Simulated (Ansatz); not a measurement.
Write the native input for Ansatz 0.2.0 that does the following.

* Task: band structure
* Functional: PBEsol
* Potentials or basis: Ansatz PAW
* Cutoff: 420 eV (not typed: the program's choice for these potentials)
* k mesh: 11 × 11 × 11
* Occupations: fermi-dirac, width 0.05 eV
* Spin: no spin polarisation
* Path: [["G", "X", "W", "K", "G", "L", "U", "W", "L", "K"], ["U", "X"]]
* Points for each segment of the path: 14

The system is Au.

```
CELL_PARAMETERS angstrom
0.00000 2.03500 2.03500
2.03500 0.00000 2.03500
2.03500 2.03500 0.00000
ATOMIC_POSITIONS crystal
Au 0.00000 0.00000 0.00000
```

The input as run:

input.yaml

```yaml
crystal:
  lattice:
    - [0.0, 2.035, 2.035]
    - [2.035, 0.0, 2.035]
    - [2.035, 2.035, 0.0]
  atoms:
    - { symbol: Au, position: [0.0, 0.0, 0.0] }
hamiltonian:
  xc: pbesol
  pseudopotentials: { kind: paw }
kpoints:
  mp_grid: { grid: [11, 11, 11] }
  band_path:
    path:
      - [[0.0, 0.0, 0.0], [0.5, 0.0, 0.5], [0.5, 0.25, 0.75], [0.375, 0.375, 0.75], [0.0, 0.0, 0.0], [0.5, 0.5, 0.5], [0.625, 0.25, 0.625], [0.5, 0.25, 0.75], [0.5, 0.5, 0.5], [0.375, 0.375, 0.75]]
      - [[0.625, 0.25, 0.625], [0.5, 0.0, 0.5]]
    npoints: 14
scf:
  occupations: { method: fermi_dirac, width: 0.05 }
  n_extra_bands: 6
output:
  forces: true
  stress: true
  eigenvalues: true
  fatbands: true
```

Potentials or basis: Ansatz PAW.

The run is started by

```console
$ ansatz run input.yaml --threads 2 --pin off --max-ram 5632MiB --backend cpu --events-out ev --progress --plain --runs-dir out
```

It gave:

| Quantity | Value |
| --- | --- |
| Pressure | 1.7 GPa |
| Band gap on the k mesh | none (metal or under the smearing width) |

Caveat: spin-orbit coupling is left out, which moves the levels of the heavy elements; the PAW data sets come from PBE, with cores solved anew for the run's functional, which leaves a small shift of forces and pressure.

Wall time 1.6 s on 2 threads of Intel(R) Xeon(R) Platinum 8375C CPU @ 2.90GHz (Ice Lake) (shared host), peak memory 0.34 GiB.
